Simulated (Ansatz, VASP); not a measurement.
One calculation of Ti, two programs

INCAR

```
SYSTEM = Ti
PREC = Accurate
ENCUT = 520
EDIFF = 1E-7
ISMEAR = -1
SIGMA = 0.1
LREAL = .FALSE.
LASPH = .TRUE.
NELM = 60
ALGO = Normal
ISIF = 2
LWAVE = .FALSE.
LCHARG = .FALSE.
GGA = B5
ALDAX = 1.0
AGGAX = 1.0
AGGAC = 1.0
ALDAC = 0.0
NBANDS = 25
```

The input KPOINTS:

```
Automatic mesh
0
G
  9 9 12
  0 0 0
```

The input POSCAR:

```
Ti
1.0
    4.7351861126      0.0000000000      0.0000000000
   -2.3675930563      4.1007914652      0.0000000000
    0.0000000000      0.0000000000      2.9306528486
Ti
3
Direct
    0.0000000000      0.0000000000      0.0000000000
    0.3333333333      0.6666666667      0.5000000000
    0.6666666667      0.3333333333      0.5000000000
```

Input for Ansatz:

```yaml
crystal:
  lattice:
    - [4.7351861126, 0.0, 0.0]
    - [-2.3675930563, 4.1007914652, 0.0]
    - [0.0, 0.0, 2.9306528486]
  atoms:
    - { symbol: Ti, position: [0.0, 0.0, 0.0] }
    - { symbol: Ti, position: [0.3333333333, 0.6666666667, 0.5] }
    - { symbol: Ti, position: [0.6666666667, 0.3333333333, 0.5] }
hamiltonian:
  xc: blyp
  pseudopotentials:
    kind: paw
    azcp:
      Ti: "pseudopotentials/Ti.paw.azcp"
basis:
  ecutwfc: 420
  fft_grid_basis: typed
kpoints:
  mp_grid: { grid: [9, 9, 12], shift: [0, 0, 0] }
magnetization:
  spin_polarized: false
scf:
  occupations: { method: fermi_dirac, width: 0.1 }
  lower_state_search: "off"
output:
  stress: true
  write_density: true
  write_potential: true
  elf: true
  volumetric_format: npy
```

Alike in both runs: task single point; functional BLYP; k mesh 9 × 9 × 12; occupations fermi-dirac, width 0.1 eV; no spin polarisation.

```csv
,VASP,Ansatz
version,VASP 6.6.1,Ansatz 0.2.0
potentials or method,"VASP PAW PBE potentials, release 64 (Ti_sv)","plane waves (420 eV) with PAW, scalar-relativistic"
plane-wave cutoff (eV),520,420
valence electrons in the cell,36,36
```

|  | VASP | Ansatz | Ansatz less VASP |
| --- | --- | --- | --- |
| pressure (GPa) | -6.9 | -7.0 | -0.05 |
| largest component of the traceless stress (GPa) | 0.14 | 0.14 | +0.003 |

Caveats: the PAW data sets were made with another functional, which shifts forces and pressure a little (VASP).
